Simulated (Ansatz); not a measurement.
# Zn (Im-3m) in Ansatz: notebook

The runs below take Zn through single point, equation of state, with LDA.

All numbers are computed with Ansatz 0.2.0; they aren't measurements. Logs are shortened: lines on timing, memory, paths and dates and some standing lists are left out, and cuts for length are marked.

## Step 1: The structure

The structure is cubic, space group Im-3m (No. 229). The conventional cell has a = 3.138 Å, b = 3.138 Å, c = 3.138 Å, α = 90.00°, β = 90.00°, γ = 90.00°. Around Zn (site symmetry m-3m) lie 8 Zn at 2.72 Å.

This isn't the form of Zn at room conditions, which is hcp.

## Step 2: Single point, LDA, 14.52 Å³/atom (volume scaled by 0.94)

File input.yaml:

```yaml
crystal:
  lattice:
    - [-1.5370068493, 1.5370068493, 1.5370068493]
    - [1.5370068493, -1.5370068493, 1.5370068493]
    - [1.5370068493, 1.5370068493, -1.5370068493]
  atoms:
    - { symbol: Zn, position: [0.0, 0.0, 0.0] }
hamiltonian:
  xc: lda
  pseudopotentials: { kind: paw }
kpoints:
  mp_grid: { grid: [12, 12, 12] }
scf:
  occupations: { method: fermi_dirac, width: 0.05 }
output:
  forces: true
  stress: true
  eigenvalues: true
```

Potentials or basis: Ansatz PAW.

The run is started by

```sh
$ ansatz run input.yaml --threads 2 --pin off --max-ram 5632MiB --backend cpu --events-out ev --progress --plain --runs-dir out
```

The program printed:

```text
Warning: RAYON_NUM_THREADS=2 ignored (pool sized by the plan → 2); use --threads N
Engine: ansatz 0.2.0, x86_64-unknown-linux-gnu
Pseudopotentials: kind: paw
Pseudopotential: Zn, paw, valence charge 12, recommended cutoff 420 eV (normal), Zn.paw.azcp
Functional definition: SPW92
  exchange = slater_x
  correlation = pw_c
Crystal: 1 atoms, lattice volume = 14.524 Å³
Basis set: ecut = 420 eV, 321 PW (Γ)
Bands: 10, of which v1, the nominal top of the filled ones, is band 6 counted from 1 (5 counted from 0)
Symmetry: 48 space group operations
Space group: Im-3m (ITA 229), of the structure as read, at distance tolerance 2.4e-5 Å
k-points: 72 of 1728
Non-local potential: Zn, projectors of the file, l = 0: 2, l = 1: 2, l = 2: 3, l = 3: 1
PAW form: soft (Blöchl's): semilocal exchange-correlation on the pseudo side does not see the compensation charge
PAW frozen core: Zn, regenerated for the run's functional, and the local potential with it (the file was generated under x = pbe(κ = 0.804, μ = 0.2195149727645171), c = pbe(β = 0.06672455060314922))
PAW one-centre angular grid: Zn, 590 points (default); XC on 64 Gauss nodes
Initial density: superposition of atomic densities (neutral atoms: chi_scale 0, normalization atom), corrected by the library's trained network
Initial wavefunctions: pseudopotential atomic-orbital guess
Functional: x = slater, c = lda
SCF iter   1: F=—  HF=-3246.136105 eV  |F-HF|=—  |Δ(HF+E_count)|=         —  Δρ=4.61e-3  dr2=1.10e-3  ethr=1.77e-3  ⟨swp⟩=5.1  Hψ=4691  notcnv=0
preconditioner: auto → none  [metal: Δε(μ)=0.015 eV  Ē_g=17.722 eV  σ=0.050 eV  W_gap=0.08  n_scr=0 (ndim 8)  ℏωp=33.8 eV  f_vac=0.000  D(μ)=0.54/eV (n_scr^D=0)]
SCF iter   2: F=—  HF=-3246.136047 eV  |F-HF|=—  |Δ(HF+E_count)|=   5.73e-5  Δρ=1.54e-3  dr2=2.94e-4  ethr=9.18e-6  ⟨swp⟩=2.1  Hψ=1867  notcnv=0  defer=3
SCF iter   3: F=—  HF=-3246.136008 eV  |F-HF|=—  |Δ(HF+E_count)|=   3.95e-5  Δρ=1.43e-3  dr2=1.03e-4  ethr=2.45e-6  ⟨swp⟩=2.0  Hψ=1100  notcnv=0  defer=3
SCF iter   4: F=—  HF=-3246.135991 eV  |F-HF|=—  |Δ(HF+E_count)|=   1.67e-5  Δρ=6.19e-5  dr2=3.02e-7  ethr=8.57e-7  ⟨swp⟩=2.1  Hψ=1078  notcnv=0  defer=3
SCF iter   5: F=—  HF=-3246.135992 eV  |F-HF|=—  |Δ(HF+E_count)|=   4.63e-7  Δρ=3.15e-5  dr2=8.34e-8  ethr=2.52e-9  ⟨swp⟩=2.1  Hψ=1151  notcnv=0  defer=3
SCF iter   6: F=-3246.135992 eV  HF=-3246.135992 eV  |F-HF|=9.09e-12  |Δ(HF+E_count)|=   2.23e-8  Δρ=4.84e-7  dr2=1.71e-11  ethr=6.95e-10  ⟨swp⟩=2.8  Hψ=2867  notcnv=0
SCF 1 converged in 6 iterations: F = -3246.135992 eV  dr2 = 1.71e-11
SCF converged after 6 iterations
Free energy (F): -3246.135992 eV
Harris-Foulkes:  -3246.135992 eV  (|F-HF|=9.09e-12)
Internal energy: -3246.132053 eV  (E = F + TS)
E sigma→0 (E₀):  -3246.134023 eV
Entropy (-TS):   -0.003938 eV (-3.938 meV/atom)
Fermi energy:    11.428011 eV
--- Per-component energies (eV) ---
  E_band       = 50.907080
  E_kinetic    = 131.885081
  E_local      = -1505.284414  (includes V_loc(G=0)·N_el)
  E_nonlocal   = 613.487426
  E_hartree    = 629.154479
  E_xc         = -136.235669
  E_vxc        = -54.377177  (∫ρ·V_xc dr)
  E_paw        = -1753.289264  (= ΣΔE_a)
  E_vpaw       = -393.112248  (= ΣTr[D̂ρ^β])
  E_aug_tail   = -0.000350  (compensation charges beyond the density's cutoff)
  E_ewald      = -1227.406484
  E_core_change = 1.557141  (= ΣΔE_core)
  E_smearing   = -0.003938  (= −TS)
  E_closure    = 0.000000  (closes the sum)
  Σ components = -3246.135992   (vs F -3246.135992, Δ=0.00e0)
--- Forces (eV/Å), atoms counted from 1 ---
  atom   1  Zn     0.00000000     0.00000000     0.00000000
  max |Σ_I F_I| component: 1.84e-30 eV/Å
--- Stress (GPa, compression-positive) ---
       -4.961714      -0.000000      -0.000000
        0.000000      -4.961714       0.000000
        0.000000      -0.000000      -4.961714
  P = ⅓ Tr σ = -4.9617 GPa (-49.617 kbar)
--- Band table (eV; the first three rows and the last of 72) ---
  k-point 0: bands = ["0.5882", "3.4636", "3.4636", "3.4636", "4.0276", "4.0276", "31.1723", "31.1723", "31.1723", "32.4277"]
  k-point 1: bands = ["0.8162", "3.4406", "3.4688", "3.5207", "4.0063", "4.0290", "28.1839", "29.6510", "30.1095", "31.1661"]
  k-point 2: bands = ["1.4714", "3.3782", "3.4967", "3.6803", "3.9653", "4.0337", "23.8647", "27.5237", "28.2372", "29.7014"]
  k-point 71: bands = ["2.8448", "2.8448", "4.3101", "4.3101", "4.3101", "15.6523", "15.6523", "15.6523", "19.4076", "20.3277"]
```

Run time: 1.4 s. Hardware: 2 threads of Intel Xeon at 2.50GHz (Skylake/Cascade Lake), shared host; peak memory 0.29 GiB.

Results:

```yaml
Free_energy: -3246.1360 eV
Pressure: -5.0 GPa
Band_gap_on_the_k_mesh: none (metal or under the smearing width)
```

Caveat: the PAW data sets come from PBE, with cores solved anew for the run's functional, which leaves a small shift of forces and pressure.

## Step 3: Single point, LDA, 14.83 Å³/atom (volume scaled by 0.96)

input.yaml: that of step 2 with these lines changed.

```diff
@@ -2,5 +2,5 @@
   lattice:
-    - [-1.5370068493, 1.5370068493, 1.5370068493]
-    - [1.5370068493, -1.5370068493, 1.5370068493]
-    - [1.5370068493, 1.5370068493, -1.5370068493]
+    - [-1.5478311978, 1.5478311978, 1.5478311978]
+    - [1.5478311978, -1.5478311978, 1.5478311978]
+    - [1.5478311978, 1.5478311978, -1.5478311978]
   atoms:
```

Potentials or basis: Ansatz PAW.

The run is started by

```sh
$ ansatz run input.yaml --threads 2 --pin off --max-ram 5632MiB --backend cpu --events-out ev --progress --plain --runs-dir out
```

Wall time 1.3 s (2 threads of Intel Xeon at 2.50GHz (Skylake/Cascade Lake), shared host); peak memory 0.29 GiB.

The run converged. Its results:

```
Free energy            : -3246.1252 eV
Pressure               : -6.2 GPa
Band gap on the k mesh : none (metal or under the smearing width)
```

Caveat: the PAW data sets come from PBE, with cores solved anew for the run's functional, which leaves a small shift of forces and pressure.

## Step 4: Single point, LDA, 15.14 Å³/atom (volume scaled by 0.98)

input.yaml: that of step 3 with these lines changed.

```diff
@@ -2,5 +2,5 @@
   lattice:
-    - [-1.5478311978, 1.5478311978, 1.5478311978]
-    - [1.5478311978, -1.5478311978, 1.5478311978]
-    - [1.5478311978, 1.5478311978, -1.5478311978]
+    - [-1.558506233, 1.558506233, 1.558506233]
+    - [1.558506233, -1.558506233, 1.558506233]
+    - [1.558506233, 1.558506233, -1.558506233]
   atoms:
```

The run is started by

```sh
$ ansatz run input.yaml --threads 2 --pin off --max-ram 5632MiB --backend cpu --events-out ev --progress --plain --runs-dir out
```

Wall time 1.4 s (2 threads of Intel Xeon at 2.50GHz (Skylake/Cascade Lake), shared host); peak memory 0.29 GiB.

The run converged. Its results:

```yaml
Free_energy: -3246.1121 eV
Pressure: -7.3 GPa
Band_gap_on_the_k_mesh: none (metal or under the smearing width)
```

Caveat: the PAW data sets come from PBE, with cores solved anew for the run's functional, which leaves a small shift of forces and pressure.

## Step 5: Single point, LDA, 15.45 Å³/atom

input.yaml: that of step 4 with these lines changed.

```diff
@@ -2,5 +2,5 @@
   lattice:
-    - [-1.558506233, 1.558506233, 1.558506233]
-    - [1.558506233, -1.558506233, 1.558506233]
-    - [1.558506233, 1.558506233, -1.558506233]
+    - [-1.569037, 1.569037, 1.569037]
+    - [1.569037, -1.569037, 1.569037]
+    - [1.569037, 1.569037, -1.569037]
   atoms:
```

The run is started by

```sh
$ ansatz run input.yaml --threads 2 --pin off --max-ram 5632MiB --backend cpu --events-out ev --progress --plain --runs-dir out
```

Run time: 1.4 s. Hardware: 2 threads of Intel Xeon at 2.50GHz (Skylake/Cascade Lake), shared host; peak memory 0.29 GiB.

It converged, with:

| Item | Value |
| --- | --- |
| Free energy | -3246.0971 eV |
| Pressure | -8.3 GPa |
| Band gap on the k mesh | none (metal or under the smearing width) |

Caveat: the PAW data sets come from PBE, with cores solved anew for the run's functional, which leaves a small shift of forces and pressure.

## Step 6: Single point, LDA, 15.76 Å³/atom (volume scaled by 1.02)

File input.yaml:

```yaml
crystal:
  lattice:
    - [-1.5794282763, 1.5794282763, 1.5794282763]
    - [1.5794282763, -1.5794282763, 1.5794282763]
    - [1.5794282763, 1.5794282763, -1.5794282763]
  atoms:
    - { symbol: Zn, position: [0.0, 0.0, 0.0] }
hamiltonian:
  xc: lda
  pseudopotentials: { kind: paw }
kpoints:
  mp_grid: { grid: [12, 12, 12] }
scf:
  occupations: { method: fermi_dirac, width: 0.05 }
output:
  forces: true
  stress: true
  eigenvalues: true
  write_density: true
  write_potential: true
  elf: true
  volumetric_format: npy
```

Potentials or basis: Ansatz PAW.

The run is started by

```sh
$ ansatz run input.yaml --threads 2 --pin off --max-ram 5632MiB --backend cpu --events-out ev --progress --plain --runs-dir out
```

Run time: 1.8 s. Hardware: 2 threads of Intel Xeon at 2.50GHz (Skylake/Cascade Lake), shared host; peak memory 0.3 GiB.

The run converged. Its results:

* Free energy: -3246.0803 eV
* Pressure: -9.1 GPa
* Band gap on the k mesh: none (metal or under the smearing width)

Caveat: the PAW data sets come from PBE, with cores solved anew for the run's functional, which leaves a small shift of forces and pressure.

## Step 7: Single point, LDA, 16.07 Å³/atom (volume scaled by 1.04)

input.yaml: that of step 6 with these lines changed.

```diff
@@ -2,5 +2,5 @@
   lattice:
-    - [-1.5794282763, 1.5794282763, 1.5794282763]
-    - [1.5794282763, -1.5794282763, 1.5794282763]
-    - [1.5794282763, 1.5794282763, -1.5794282763]
+    - [-1.5896845915, 1.5896845915, 1.5896845915]
+    - [1.5896845915, -1.5896845915, 1.5896845915]
+    - [1.5896845915, 1.5896845915, -1.5896845915]
   atoms:
```

The run is started by

```sh
$ ansatz run input.yaml --threads 2 --pin off --max-ram 5632MiB --backend cpu --events-out ev --progress --plain --runs-dir out
```

It took 2.2 s on 2 threads of Intel Xeon at 2.50GHz (Skylake/Cascade Lake), shared host; peak memory 0.29 GiB.

Results (log left out):

```yaml
Free_energy: -3246.0621 eV
Pressure: -9.8 GPa
Band_gap_on_the_k_mesh: none (metal or under the smearing width)
```

Caveat: the PAW data sets come from PBE, with cores solved anew for the run's functional, which leaves a small shift of forces and pressure.

## Step 8: Single point, LDA, 16.38 Å³/atom (volume scaled by 1.06)

File input.yaml:

```yaml
crystal:
  lattice:
    - [-1.5998102441, 1.5998102441, 1.5998102441]
    - [1.5998102441, -1.5998102441, 1.5998102441]
    - [1.5998102441, 1.5998102441, -1.5998102441]
  atoms:
    - { symbol: Zn, position: [0.0, 0.0, 0.0] }
hamiltonian:
  xc: lda
  pseudopotentials: { kind: paw }
kpoints:
  mp_grid: { grid: [12, 12, 12] }
scf:
  occupations: { method: fermi_dirac, width: 0.05 }
output:
  forces: true
  stress: true
  eigenvalues: true
```

The run is started by

```sh
$ ansatz run input.yaml --threads 2 --pin off --max-ram 5632MiB --backend cpu --events-out ev --progress --plain --runs-dir out
```

Run time: 1.6 s. Hardware: 2 threads of Intel Xeon at 2.50GHz (Skylake/Cascade Lake), shared host; peak memory 0.29 GiB.

Results (log left out):

- Free energy: -3246.0426 eV
- Pressure: -10.4 GPa
- Band gap on the k mesh: none (metal or under the smearing width)

Caveat: the PAW data sets come from PBE, with cores solved anew for the run's functional, which leaves a small shift of forces and pressure.

## Step 9: Equation of state, LDA

Potentials or basis: Ansatz PAW.

No new run: the results of the series are fitted here.

What came out:

| Property | Result |
| --- | --- |
| Equilibrium volume | 13.64 Å³/atom (rough: see the caveat) |
| Bulk modulus | 93 GPa (rough) |

Energy against volume, from the lowest point:
```csv
volume (Å³/atom),energy (meV/atom)
14.524,0.00
14.833,10.80
15.142,23.86
15.451,38.92
15.760,55.69
16.069,73.92
16.378,93.35
```

Caveat: the minimum lies outside the volumes run.
